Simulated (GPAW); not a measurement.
A run of GPAW 26.7.0:

File run.py:

```python
from ase import Atoms
from ase.dft.bandgap import bandgap
from ase.io import write
from ase.units import GPa
from gpaw import GPAW, PW

atoms = Atoms(['C', 'C'],
              cell=[[0.0, 1.78337, 1.78337],
                    [1.78337, 0.0, 1.78337],
                    [1.78337, 1.78337, 0.0]],
              scaled_positions=[[0.75, 0.75, 0.75],
                                [0.5, 0.5, 0.5]],
              pbc=True)

calc = GPAW(mode=PW(800),
            xc='PBE',
            kpts={'size': (13, 13, 13), 'gamma': True},
            occupations={'name': 'methfessel-paxton', 'order': 0, 'width': 0.017},
            nbands=11,
            convergence={'density': 1e-05, 'energy': 1e-05},
            maxiter=150,
            txt='gpaw.txt')
atoms.calc = calc
energy = atoms.get_potential_energy()
forces = atoms.get_forces()
stress = atoms.get_stress()
calc.write('gs.gpw')
write('result.traj', atoms)
print(f'Energy: {energy:.6f} eV')
print('Forces (eV/A):')
print(forces.round(4))
print('Stress (GPa):', (stress / GPa).round(3))
print('Fermi level:', round(calc.get_fermi_level(), 4), 'eV')
print(f'Gap: {bandgap(calc)[0]:.4f} eV, direct: {bandgap(calc, direct=True)[0]:.4f} eV')
```

Potentials or basis: GPAW PAW data sets (gpaw-data 1.2.1), pw.

Command:

```console
$ OMP_NUM_THREADS=1 python run.py
```

Hardware: 1 thread of Arm Neoverse V2 (shared host).

How long does it take, and how much memory?

It took 10 s on 1 thread of Arm Neoverse V2 (shared host), peak memory 0.14 GiB. Counts: scf iterations 8, plane waves 594, bands 11, k points 84.
